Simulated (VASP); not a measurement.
Input of a VASP 6.6.1 run:

The input INCAR:

```
SYSTEM = HfB2
PREC = Accurate ; ENCUT = 520
EDIFF = 1E-7 ; ISMEAR = 0
SIGMA = 0.1 ; LREAL = .False.
LASPH = .True. ; NELM = 100
ALGO = Normal ; ISIF = 2
LWAVE = .False. ; LCHARG = .False.
GGA = PE ; IVDW = 12
NBANDS = 15
```

KPOINTS

```
regular mesh
0
Gamma
  15 15 12
  0 0 0
```

File POSCAR:

```
HfB2
1.0
    3.1217450206      0.0000000000      0.0000000000
   -1.5608725103      2.7035104919      0.0000000000
    0.0000000000      0.0000000000      3.4562456859
Hf B
1 2
Direct
    0.0000000000      0.0000000000      0.0000000000
    0.3333333333      0.6666666667      0.5000000000
    0.6666666667      0.3333333333      0.5000000000
```

Potentials or basis: VASP PAW PBE potentials, release 64 (Hf_pv, B).

The run is started by

```bash
$ cat potpaw_PBE.64/Hf_pv/POTCAR potpaw_PBE.64/B/POTCAR > POTCAR
$ mpirun -np 1 vasp_std > vasp.out
```

**Question.** What does it give for the pressure?

**Answer.** -0.3 GPa.

**Question.** What does it give for the band gap on the k mesh?

**Answer.** None (metal or under the smearing width).

Stress tensor (GPa, compression positive):
```
-0.45  0.00  0.00
 0.00 -0.45  0.00
 0.00  0.00 -0.08
```

Caveat: pairwise dispersion overbinds metals, which lowers pressure and volume. Spin-orbit coupling is left out, which matters for the levels of Hf.
